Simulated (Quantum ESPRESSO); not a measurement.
**BeS: dielectric tensor and Born charges under several settings**

```
S Be
1.0
     0.00000    2.42500    2.42500
     2.42500    0.00000    2.42500
     2.42500    2.42500    0.00000
S Be
1 1
Direct
  0.75000 0.75000 0.75000
  0.00000 0.00000 0.00000
```

All runs used Quantum ESPRESSO 7.5; potentials GBRV 1.5 PBE; given cell; no spin polarisation; cutoff 612 eV; occupations smeared at first, fixed for the response.

```tsv
level	k mesh (s: shifted)	ε∞ (diagonal)	sum of the Born charges (e)
PBE	4 × 4 × 4s	5.29	0.00
PBE	6 × 6 × 6s	5.27	0.01
PBE	8 × 8 × 8s	5.27	0.01
PBE	10 × 10 × 10s	?	?
PBE	12 × 12 × 12s	5.27	0.01
```

What stands in the row left open?

ε∞ 5.27; sum of the Born charges 0.01 e.

Caveats: some runs use coarse meshes.
